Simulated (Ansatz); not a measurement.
One crystal and one scan (energy against volume) at two levels, PBEsol (plane waves to 420 eV, PAW, scalar-relativistic; Ansatz, an electronic-structure program) and PBE (plane waves to 420 eV, PAW, scalar-relativistic; Ansatz), each from its own relaxed cell and on its own mesh. The cell shown is that of PBEsol.

CsPbI$_{3}$ (cubic perovskite)

```xyz
5
Lattice="6.2473 0.0000 0.0000 0.0000 6.2473 0.0000 0.0000 0.0000 6.2473" Properties=species:S:1:pos:R:3 pbc="T T T"
Cs     0.0000     0.0000     0.0000
Pb     3.1236     3.1236     3.1236
I      0.0000     3.1236     3.1236
I      3.1236     3.1236     0.0000
I      3.1236     0.0000     3.1236
```

E(V) scan at fixed shape, V₀ the volume above. Symmetry pins the atoms to their sites.

Energies are smeared free energies. CsPbI3 was relaxed with its symmetry unable to fall. Spin-orbit coupling is left out, though I and Pb are heavy. This is a high-temperature form of CsPbI3. Percentages come from the unrounded values.

Results of PBEsol:

- Lattice constant a (Å): 6.247
- Bulk modulus B₀ (third-order Birch-Murnaghan fit) (GPa): 17.4

Q: Estimate the PBE values.

A: 
```json
[
 {"quantity": "Lattice constant a (Å)", "PBE": "6.390", "PBEsol − PBE": "-0.143 (-2.2 %)"},
 {"quantity": "Bulk modulus B₀ (third-order Birch-Murnaghan fit) (GPa)", "PBE": "14.7", "PBEsol − PBE": "+2.7 (+18 %)"}
]
```

PBEsol gives the higher value for: bulk modulus B₀. PBEsol gives the lower value for: lattice constant a.

(A scan under strain: stresses follow from slopes of the energy per volume, elastic moduli from its curvatures.)
